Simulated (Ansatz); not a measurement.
## Dielectric response of RbCl (001) films

How well do thin rocksalt RbCl (001) films screen a perpendicular field?

Main program and level: Ansatz 0.2.0; plane-wave DFT, LDA, Ansatz PAW (set soft_1); PAW set soft_1, in the first sound run; inputs show where later runs differ.

## 1. Set-up

The cell holds 6 atoms: 3 Rb and 3 Cl. Cell: a = 4.653 Å, b = 4.653 Å, c = 24.580 Å, α = 90.0°, β = 90.0°, γ = 90.0°. It derives from RbCl (rocksalt RbCl). Vacuum lies along c.

## 2. Relaxing the film, 6 atoms, units 3

The structure is relaxed first, because levels and dipoles at a surface follow the positions of the outer atoms.

Contents of input.yaml:

```yaml
crystal:
  lattice:
    - [4.65276262, 0.0, 0.0]
    - [0.0, 4.65276262, 0.0]
    - [0.0, 0.0, 24.58]
  atoms:
    - { symbol: Rb, position: [0.5, 0.5, 0.3661513426] }
    - { symbol: Cl, position: [0.0, 0.0, 0.3661513426] }
    - { symbol: Rb, position: [0.0, 0.0, 0.5] }
    - { symbol: Cl, position: [0.5, 0.5, 0.5] }
    - { symbol: Rb, position: [0.5, 0.5, 0.6338486574] }
    - { symbol: Cl, position: [0.0, 0.0, 0.6338486574] }
kpoints:
  mp_grid: { grid: [6, 6, 1] }
hamiltonian:
  xc: lda
  pseudopotentials: { kind: paw, azcp: { folder: soft_1 }, xc_functional: pbe }
scf:
  occupations: { method: fixed }
  convergence: { dr2_threshold: 1.0e-09 }
efield:
  axis: 3
  dipole_correction: true
  ramp_position: 0.97
  ramp_width: 0.06
relax:
  f_tol: 0.003
  max_steps: 100
output:
  write_potential: true
  write_density: true
  volumetric_format: npy
```

Run with:

```
$ ansatz run input.yaml --threads 4 --pin off --max-ram 8192MiB --backend cpu --events-out ev --progress --plain --runs-dir out
```

Numbers of over 12 decimals in the logs are rounded to 6 here.

Log:

```text
Engine: ansatz 0.2.0, aarch64-unknown-linux-gnu
Pseudopotentials: kind: paw
Pseudopotential: Rb, paw, valence charge 9, recommended cutoff 420 eV (normal), soft_1/Rb.paw.azcp
Pseudopotential: Cl, paw, valence charge 7, recommended cutoff 420 eV (normal), soft_1/Cl.paw.azcp
Functional definition: SPW92
  exchange = slater_x
  correlation = pw_c
Crystal: 6 atoms, lattice volume = 532.113 Å³
Basis set: ecut = 420 eV, 10395 PW (Γ)
Bands: 30, of which v1, the nominal top of the filled ones, is band 24 counted from 1 (23 counted from 0)
Symmetry: 8 space group operations
k-points: 10 of 36
Non-local potential: Rb, projectors of the file, l = 0: 3, l = 1: 2, l = 2: 2
Non-local potential: Cl, projectors of the file, l = 0: 2, l = 1: 2, l = 2: 1
PAW form: soft (Blöchl's): semilocal exchange-correlation on the pseudo side does not see the compensation charge
PAW frozen core: Rb, regenerated for the run's functional, and the local potential with it (the file was generated under x = pbe(κ = 0.804, μ = 0.219515), c = pbe(β = 0.066725))
PAW frozen core: Cl, regenerated for the run's functional, and the local potential with it (the file was generated under x = pbe(κ = 0.804, μ = 0.219515), c = pbe(β = 0.066725))
PAW one-centre angular grid: Rb, 110 points (default); XC on 64 Gauss nodes
PAW one-centre angular grid: Cl, 110 points (default); XC on 64 Gauss nodes
Initial density: superposition of atomic densities (neutral atoms: chi_scale 0, normalization atom)
Initial wavefunctions: pseudopotential atomic-orbital guess
Functional: x = slater, c = lda
SCF iter   1: F=—  HF=-12657.256740 eV  |F-HF|=—  |Δ(HF+E_count)|=         —  Δρ=1.58e-2  dr2=4.03e0  ethr=3.10e-3  p=0.000 e·Å  D=1.90e-14 V/Å  ΔV_dip=-0.00 eV  dr2_dipole=1.18e-9  V_vac-E_F(+/−)=9.80/9.80 eV  ⟨swp⟩=6.0  Hψ=1197  notcnv=0  defer=35
efield: sawtooth ramp at fractional position 0.9700 (set: `efield.ramp_position`, or a place that a band, a saddle search or an elastic batch's reference lends), width 0.0600; the density the first Hamiltonian is built on has a dipole p = 0.000 e·Å; the dipole correction subtracts the counter field D = 1.90e-14 V/Å, which shifts the + side's vacuum level by -0.00 eV against the − side's; the planar-averaged density in the ramp window peaks in size at 3.6e-7 e/Å³
preconditioner: auto → Resta (q_TF=auto, 1.827 Å⁻¹)  ε∞=1.7  [insulator: Δε(μ)=5.743 eV  Ē_g=12.610 eV  n_scr=50 (ndim 8)  ℏωp=10.4 eV  f_vac=0.535  ε∞_Penn≈1.7  vacuum switching on, ρ_ref=1.2e-2 e/Å³]
SCF iter   2: F=—  HF=-12655.812163 eV  |F-HF|=—  |Δ(HF+E_count)|=    1.44e0  Δρ=6.08e-3  dr2=2.95e-1  ethr=3.10e-3  p=-0.000 e·Å  D=-1.24e-5 V/Å  ΔV_dip=0.00 eV  dr2_dipole=1.27e-9  V_vac-E_F(+/−)=7.38/7.38 eV  ⟨swp⟩=2.9  Hψ=659  notcnv=0  defer=30
density mixer auto → msr1: gapped (density of states about μ 0.00 of a free-electron gas's, 50 screened modes)
SCF iter   3: F=—  HF=-12655.743261 eV  |F-HF|=—  |Δ(HF+E_count)|=   6.89e-2  Δρ=2.79e-3  dr2=6.21e-2  ethr=6.14e-4  p=-0.000 e·Å  D=-1.18e-6 V/Å  ΔV_dip=0.00 eV  dr2_dipole=2.02e-13  V_vac-E_F(+/−)=6.73/6.73 eV  ⟨swp⟩=2.1  Hψ=403  notcnv=0  defer=39
SCF iter   4: F=—  HF=-12655.737451 eV  |F-HF|=—  |Δ(HF+E_count)|=   5.81e-3  Δρ=3.11e-4  dr2=3.48e-4  ethr=1.29e-4  p=-0.000 e·Å  D=-2.84e-6 V/Å  ΔV_dip=0.00 eV  dr2_dipole=7.14e-11  V_vac-E_F(+/−)=6.23/6.23 eV  ⟨swp⟩=3.4  Hψ=447  notcnv=0  defer=39
SCF iter   5: F=—  HF=-12655.737643 eV  |F-HF|=—  |Δ(HF+E_count)|=   1.92e-4  Δρ=9.21e-5  dr2=5.06e-5  ethr=7.26e-7  p=0.000 e·Å  D=7.81e-7 V/Å  ΔV_dip=-0.00 eV  dr2_dipole=6.50e-12  V_vac-E_F(+/−)=6.21/6.21 eV  ⟨swp⟩=3.0  Hψ=521  notcnv=0  defer=39
SCF iter   6: F=—  HF=-12655.737662 eV  |F-HF|=—  |Δ(HF+E_count)|=   1.88e-5  Δρ=1.81e-5  dr2=3.71e-6  ethr=1.05e-7  p=-0.000 e·Å  D=-8.01e-9 V/Å  ΔV_dip=0.00 eV  dr2_dipole=3.16e-14  V_vac-E_F(+/−)=6.22/6.22 eV  ⟨swp⟩=2.1  Hψ=512  notcnv=0  defer=39
SCF iter   7: F=—  HF=-12655.737747 eV  |F-HF|=—  |Δ(HF+E_count)|=   8.55e-5  Δρ=3.07e-6  dr2=5.52e-8  ethr=7.73e-9  p=-0.000 e·Å  D=-2.07e-7 V/Å  ΔV_dip=0.00 eV  dr2_dipole=7.32e-13  V_vac-E_F(+/−)=6.21/6.21 eV  ⟨swp⟩=2.0  Hψ=498  notcnv=0  defer=39
SCF iter   8: F=—  HF=-12655.737747 eV  |F-HF|=—  |Δ(HF+E_count)|=   3.01e-8  Δρ=7.68e-7  dr2=2.90e-9  ethr=1.15e-10  p=0.000 e·Å  D=1.41e-7 V/Å  ΔV_dip=-0.00 eV  dr2_dipole=4.12e-13  V_vac-E_F(+/−)=6.21/6.21 eV  ⟨swp⟩=2.0  Hψ=525  notcnv=0  defer=39
SCF iter   9: F=-12655.737747 eV  HF=-12655.737747 eV  |F-HF|=2.09e-10  |Δ(HF+E_count)|=  5.33e-10  Δρ=2.16e-7  dr2=3.04e-10  ethr=2.08e-12  p=-0.000 e·Å  D=-1.49e-7 V/Å  ΔV_dip=0.00 eV  dr2_dipole=4.37e-13  V_vac-E_F(+/−)=6.21/6.21 eV  ⟨swp⟩=8.8  Hψ=1869  notcnv=0
SCF 1 converged in 9 iterations: F = -12655.737747 eV  dr2 = 3.04e-10
  greatest PAW one-centre occupation: 0.973 electrons in one spin orbital (limit 2), on the Rb atom at site 2 (counted from 0), in its partial waves of l = 0
relax step   1: F+E_penalty+E_count = -12655.73774717 eV  Δ(F+E_penalty+E_count) = +0.000e0 eV  max|allowed force component| = 1.525e-1 eV/Å  Δτ_max = 0.0000 Å  (9 SCF iters, accepted)
Initial density: handed on by an earlier stage of this run
Initial wavefunctions: those handed on with the density
iter 1 solved again at ethr=4.02e-5 eV; its pass at ethr=3.10e-3 eV (dr2=1.93e-2 eV) is discarded
SCF iter   1: F=—  HF=-12655.771879 eV  |F-HF|=—  |Δ(HF+E_count)|=         —  Δρ=1.06e-3  dr2=1.82e-2  ethr=4.02e-5  p=-0.000 e·Å  D=-1.49e-7 V/Å  ΔV_dip=0.00 eV  dr2_dipole=1.12e-12  V_vac-E_F(+/−)=6.23/6.23 eV  ⟨swp⟩=2.6  Hψ=1147  notcnv=0  defer=40
efield: sawtooth ramp at fractional position 0.9700 (set: `efield.ramp_position`, or a place that a band, a saddle search or an elastic batch's reference lends), width 0.0600; the density the first Hamiltonian is built on has a dipole p = -0.000 e·Å; the dipole correction subtracts the counter field D = -1.49e-7 V/Å, which shifts the + side's vacuum level by +0.00 eV against the − side's; the planar-averaged density in the ramp window peaks in size at 2.7e-7 e/Å³
preconditioner: auto → Resta (q_TF=auto, 1.827 Å⁻¹)  ε∞=1.7  [insulator: Δε(μ)=4.660 eV  Ē_g=12.128 eV  n_scr=50 (ndim 8)  ℏωp=10.4 eV  f_vac=0.590  ε∞_Penn≈1.7  vacuum switching on, ρ_ref=1.1e-2 e/Å³]
SCF iter   2: F=—  HF=-12655.769267 eV  |F-HF|=—  |Δ(HF+E_count)|=   2.61e-3  Δρ=4.31e-4  dr2=1.27e-3  ethr=3.79e-5  p=0.000 e·Å  D=1.15e-7 V/Å  ΔV_dip=-0.00 eV  dr2_dipole=4.45e-15  V_vac-E_F(+/−)=6.20/6.20 eV  ⟨swp⟩=3.3  Hψ=416  notcnv=0  defer=40  κ⁻¹=1.0e0(r=1)
[...]
SCF iter   4: F=—  HF=-12655.778346 eV  |F-HF|=—  |Δ(HF+E_count)|=   4.80e-4  Δρ=4.10e-5  dr2=1.01e-5  ethr=8.04e-7  p=-0.000 e·Å  D=-1.91e-7 V/Å  ΔV_dip=0.00 eV  dr2_dipole=1.94e-13  V_vac-E_F(+/−)=6.23/6.23 eV  ⟨swp⟩=4.0  Hψ=515  notcnv=0  defer=40  κ⁻¹=1.1e-3(r=3)
SCF iter   5: F=—  HF=-12655.778356 eV  |F-HF|=—  |Δ(HF+E_count)|=   9.75e-6  Δρ=1.79e-5  dr2=1.63e-6  ethr=2.10e-8  p=-0.000 e·Å  D=-3.18e-7 V/Å  ΔV_dip=0.00 eV  dr2_dipole=7.03e-14  V_vac-E_F(+/−)=6.23/6.23 eV  ⟨swp⟩=2.2  Hψ=503  notcnv=0  defer=40  κ⁻¹=8.1e-5(r=4)
SCF iter   6: F=—  HF=-12655.778469 eV  |F-HF|=—  |Δ(HF+E_count)|=   1.13e-4  Δρ=3.25e-6  dr2=5.26e-8  ethr=3.39e-9  p=-0.000 e·Å  D=-2.20e-7 V/Å  ΔV_dip=0.00 eV  dr2_dipole=6.71e-14  V_vac-E_F(+/−)=6.24/6.24 eV  ⟨swp⟩=2.7  Hψ=501  notcnv=0  defer=38  κ⁻¹=4.6e-6(r=5)
SCF iter   7: F=—  HF=-12655.778469 eV  |F-HF|=—  |Δ(HF+E_count)|=   5.17e-8  Δρ=1.19e-6  dr2=5.61e-9  ethr=1.10e-10  p=-0.000 e·Å  D=-3.09e-7 V/Å  ΔV_dip=0.00 eV  dr2_dipole=8.19e-15  V_vac-E_F(+/−)=6.24/6.24 eV  ⟨swp⟩=2.5  Hψ=487  notcnv=0  defer=38  κ⁻¹=2.3e-7(r=6)
SCF iter   8: F=-12655.778469 eV  HF=-12655.778469 eV  |F-HF|=8.55e-11  |Δ(HF+E_count)|=   1.21e-8  Δρ=3.81e-7  dr2=5.78e-10  ethr=2.08e-12  p=-0.000 e·Å  D=-2.75e-7 V/Å  ΔV_dip=0.00 eV  dr2_dipole=3.32e-16  V_vac-E_F(+/−)=6.24/6.24 eV  ⟨swp⟩=8.9  Hψ=1906  notcnv=0
SCF 3 converged in 8 iterations: F = -12655.778469 eV  dr2 = 5.78e-10
relax step   3: F+E_penalty+E_count = -12655.77846917 eV  Δ(F+E_penalty+E_count) = -7.570e-3 eV  max|allowed force component| = 4.263e-2 eV/Å  Δτ_max = 0.0964 Å  (8 SCF iters, accepted)
[...]
relax step   4: F+E_penalty+E_count = -12655.78016049 eV  Δ(F+E_penalty+E_count) = -1.691e-3 eV  max|allowed force component| = 7.121e-3 eV/Å  Δτ_max = 0.0292 Å  (7 SCF iters, accepted)
SCF iter   1: F=—  HF=-12655.780063 eV  |F-HF|=—  |Δ(HF+E_count)|=         —  Δρ=2.40e-5  dr2=1.02e-5  ethr=7.49e-7  p=0.000 e·Å  D=9.07e-8 V/Å  ΔV_dip=-0.00 eV  dr2_dipole=1.40e-14  V_vac-E_F(+/−)=6.26/6.26 eV  ⟨swp⟩=3.0  Hψ=611  notcnv=0  defer=40
efield: sawtooth ramp at fractional position 0.9700 (set: `efield.ramp_position`, or a place that a band, a saddle search or an elastic batch's reference lends), width 0.0600; the density the first Hamiltonian is built on has a dipole p = 0.000 e·Å; the dipole correction subtracts the counter field D = 9.07e-8 V/Å, which shifts the + side's vacuum level by -0.00 eV against the − side's; the planar-averaged density in the ramp window peaks in size at 9.3e-8 e/Å³
preconditioner: auto → Resta (q_TF=auto, 1.827 Å⁻¹)  ε∞=1.7  [insulator: Δε(μ)=4.627 eV  Ē_g=12.055 eV  n_scr=50 (ndim 8)  ℏωp=10.4 eV  f_vac=0.595  ε∞_Penn≈1.7  vacuum switching on, ρ_ref=1.1e-2 e/Å³]
SCF iter   2: F=—  HF=-12655.780070 eV  |F-HF|=—  |Δ(HF+E_count)|=   6.22e-6  Δρ=1.45e-5  dr2=2.30e-6  ethr=2.12e-8  p=0.000 e·Å  D=5.64e-8 V/Å  ΔV_dip=-0.00 eV  dr2_dipole=6.35e-16  V_vac-E_F(+/−)=6.26/6.26 eV  ⟨swp⟩=2.0  Hψ=547  notcnv=0  defer=40  κ⁻¹=1.0e0(r=1)
density mixer auto → broyden: gapped, where msr1 would fit the directions that read negative (density of states about μ 0.00 of a free-electron gas's, 50 screened modes)
SCF iter   3: F=—  HF=-12655.780183 eV  |F-HF|=—  |Δ(HF+E_count)|=   1.13e-4  Δρ=4.58e-6  dr2=2.52e-7  ethr=4.79e-9  p=0.000 e·Å  D=6.21e-8 V/Å  ΔV_dip=-0.00 eV  dr2_dipole=4.16e-14  V_vac-E_F(+/−)=6.26/6.26 eV  ⟨swp⟩=2.5  Hψ=464  notcnv=0  defer=24  κ⁻¹=1.5e-1(r=2)
SCF iter   4: F=—  HF=-12655.780183 eV  |F-HF|=—  |Δ(HF+E_count)|=   1.72e-7  Δρ=1.96e-6  dr2=1.56e-8  ethr=5.24e-10  p=-0.000 e·Å  D=-3.32e-9 V/Å  ΔV_dip=0.00 eV  dr2_dipole=3.54e-15  V_vac-E_F(+/−)=6.26/6.26 eV  ⟨swp⟩=2.0  Hψ=471  notcnv=0  defer=31  κ⁻¹=4.2e-3(r=3)
SCF iter   5: F=-12655.780183 eV  HF=-12655.780183 eV  |F-HF|=5.04e-10  |Δ(HF+E_count)|=   7.89e-9  Δρ=3.42e-7  dr2=6.67e-10  ethr=2.08e-12  p=-0.000 e·Å  D=-3.15e-8 V/Å  ΔV_dip=0.00 eV  dr2_dipole=2.36e-14  V_vac-E_F(+/−)=6.26/6.26 eV  ⟨swp⟩=7.0  Hψ=2038  notcnv=0
SCF 5 converged in 5 iterations: F = -12655.780183 eV  dr2 = 6.67e-10
relax step   5: F+E_penalty+E_count = -12655.78018280 eV  Δ(F+E_penalty+E_count) = -2.231e-5 eV  max|allowed force component| = 1.011e-3 eV/Å  Δτ_max = 0.0036 Å  (5 SCF iters, accepted)
NSCF: frozen V_eff on 10 k-points
the band table was solved once a step of the walk had ended and its energy, with any forces and stress, was formed, with the checks that follow a solve (2062 applications of the Hamiltonian). They found nothing against the state; the energy, forces and stress were not computed again (output.eigenvalues in the input reference)
WARN: The output density's exchange-correlation potential varies sharply where the density is thin. Do not read a vacuum level from v_tot or v_xc, or from such a field of the output density. On a cell that repeats whose density bears no net charge and no dipole along the vacuum's axis use v_es (v_loc + v_h of the components); under efield.dipole_correction with no amplitude use v_es + v_field, which holds any externa [...]
SCF converged after 5 iterations
Stability not checked: this state was not tested for a lower state beside it, because the mixer in use, unlike msr1, does not test its closes by its own steps (another_mixer; see scf.mixing.algorithm and scf.lower_state_search)
Free energy (F): -12655.780183 eV
Harris-Foulkes:  -12655.780183 eV  (|F-HF|=5.04e-10)
Internal energy: -12655.780183 eV  (E = F + TS)
E sigma→0 (E₀):  -12655.780183 eV
Fermi energy:    -3.397127 eV
Dipole field:    D = 0.000000 V/Å  (p = 0.000000 e·Å, saw-weighted, corrected)
Work function:   Φ+ = 6.2572 eV   Φ− = 6.2572 eV
Levels:          The Fermi level and band energies are counted from a zero that moves with the ramp; work functions are not
--- Per-component energies (eV) ---
  E_band       = -532.690052
  E_kinetic    = 1002.563635
  E_local      = -18173.338470  (includes V_loc(G=0)·N_el)
  E_nonlocal   = 674.006865
  E_hartree    = 8420.869753
  E_xc         = -687.772647
  E_vxc        = -735.808767  (∫ρ·V_xc dr)
  E_paw        = -9458.970583  (= ΣΔE_a)
  E_vpaw       = -141.853833  (= ΣTr[D̂ρ^β])
  E_aug_tail   = 0.000278  (compensation charges beyond the density's cutoff)
  E_efield     = 0.000000  (sawtooth field / dipole correction)
  E_vefield    = 0.000000  (∫n·V_field dr)
  E_ewald      = 5565.475733
  E_core_change = 1.385252  (= ΣΔE_core)
  E_smearing   = -0.000000  (= −TS)
  E_closure    = -0.000000  (closes the sum)
  Σ components = -12655.780183   (vs F -12655.780183, Δ=0.00e0)
--- Forces (eV/Å), atoms counted from 1 ---
  atom   1  Rb     0.00000000     0.00000000     0.00100560
  atom   2  Cl    -0.00000000     0.00000000    -0.00101067
  atom   3  Rb     0.00000000     0.00000000    -0.00000022
  atom   4  Cl    -0.00000000     0.00000000    -0.00000002
  atom   5  Rb    -0.00000000     0.00000000    -0.00100542
  atom   6  Cl     0.00000000     0.00000000     0.00101066
  max |Σ_I F_I| component: 7.65e-8 eV/Å
--- Band table (eV; the first three rows and the last of 10) ---
  k-point 0: bands = [... 20 lower, -3.4395, -3.4395, -3.4159, -3.4159, 1.2333, 1.7686, 2.4511, 2.5233, ... 2 higher]
  k-point 1: bands = [... 20 lower, -3.6015, -3.5139, -3.4928, -3.4657, 1.6191, 2.0497, 2.7556, 2.8099, ... 2 higher]
  k-point 2: bands = [... 20 lower, -3.6832, -3.6569, -3.6395, -3.4798, 2.4698, 2.7081, 3.3866, 3.6144, ... 2 higher]
  k-point 9: bands = [... 20 lower, -3.6303, -3.5729, -3.5729, -3.3971, 2.7197, 2.7197, 3.7724, 3.7724, ... 2 higher]
--- Relaxed structure (5 steps of the walk, 5 accepted, 0 SCFs on fresh bases) ---
  F+E_penalty+E_count = -12655.78018280 eV   max|allowed force component| = 1.011e-3 eV/Å
  atoms:
    - { symbol: Rb, position: [0.5, 0.5, 0.372386] }
    - { symbol: Cl, position: [0, 0.0, 0.371845] }
    - { symbol: Rb, position: [0, 0.0, 0.500000] }
    - { symbol: Cl, position: [0.5, 0.5, 0.500000] }
    - { symbol: Rb, position: [0.5, 0.5, 0.627614] }
    - { symbol: Cl, position: [0, 0.0, 0.628155] }
```

Elapsed: 13 s, on 4 threads of Arm Neoverse V1, shared host; peak memory 0.7 GiB.

Relaxation path:

```
step  energy less that of the first step (eV)  largest force component (eV/Å)
   1                                   0.0000                          0.1525
   2                                  -0.0332                          0.0697
   3                                  -0.0407                          0.0426
   4                                  -0.0424                          0.0071
   5                                  -0.0424                          0.0010
```

Forces are held to the 8 operations that the run works with; a distortion that breaks them can't arise in this run.

The atoms that moved most (Å):

```
atom     dx     dy      dz  length
 Rb5  0.000  0.000  -0.153   0.153
 Rb1  0.000  0.000   0.153   0.153
 Cl2  0.000  0.000   0.140   0.140
 Cl6  0.000  0.000  -0.140   0.140
```

Final coordinates:

```xyz
6
Lattice="4.6528 0.0000 0.0000 0.0000 4.6528 0.0000 0.0000 0.0000 24.5800" Properties=species:S:1:pos:R:3
Rb    2.3264    2.3264    9.1533
Cl    0.0000    0.0000    9.1400
Rb    0.0000    0.0000   12.2900
Cl    2.3264    2.3264   12.2900
Rb    2.3264    2.3264   15.4267
Cl    0.0000    0.0000   15.4400
```

Numbers from this step:

| Quantity | Value |
| --- | --- |
| gap on the k-mesh | 4.630 eV |
| dipole along the normal | 2.80e-7 e·Å |
| ionisation energy, upper face | 6.257 eV |
| electron affinity, upper face | 1.627 eV |

Running mean over 3.29 Å of the planar mean; the ramp of the sawtooth is left out. The electron's electrostatic potential energy less the highest filled level by z:

```
z (Å)  electron's electrostatic potential energy less the highest filled level (eV)
  3.5                                                                          6.26
  4.0                                                                          6.26
  4.5                                                                          6.26
  5.0                                                                          6.26
  5.5                                                                          6.25
  6.0                                                                          6.22
  6.5                                                                          6.09
  7.0                                                                          5.42
  7.5                                                                          3.47
  8.0                                                                          1.51
  8.5                                                                         0.833
  9.0                                                                         0.706
  9.5                                                                         0.662
 10.0                                                                         0.503
 10.5                                                                        0.0833
 11.0                                                                         0.129
 11.5                                                                         0.546
 12.0                                                                         0.674
 12.5                                                                         0.680
 13.0                                                                         0.585
 13.5                                                                         0.192
 14.0                                                                        0.0455
 14.5                                                                         0.443
 15.0                                                                         0.651
 15.5                                                                         0.699
 16.0                                                                         0.796
 16.5                                                                          1.31
 17.0                                                                          3.10
 17.5                                                                          5.20
 18.0                                                                          6.04
 18.5                                                                          6.21
 19.0                                                                          6.25
 19.5                                                                          6.25
 20.0                                                                          6.26
 20.5                                                                          6.26
 21.0                                                                          6.26
 21.5                                                                          6.26
```

The relaxation took 5 steps and lowered the energy by 0.042 eV; the largest force on the free atoms ends at 0.0010 eV/Å.

The gap is 4.63 eV, with the valence edge 6.26 eV and the conduction edge 1.63 eV under the upper vacuum level.

(Part 1 of 5 ends here.)

[Logs are printed without paths, hosts, clocks, repeated set-up lines and the standing remarks that a program may print on its own settings, such as how far it seeks lower states.]

[Hosts, paths, dates, database ids (printed as entryN), source tags and the programs' standing remarks are cut or masked in the printed files.]

[Maps of the electrostatic potential energy from Ansatz leave out the sawtooth potential of an applied field or a dipole correction, so their vacuum need not be flat; planar profiles and work functions include it.]
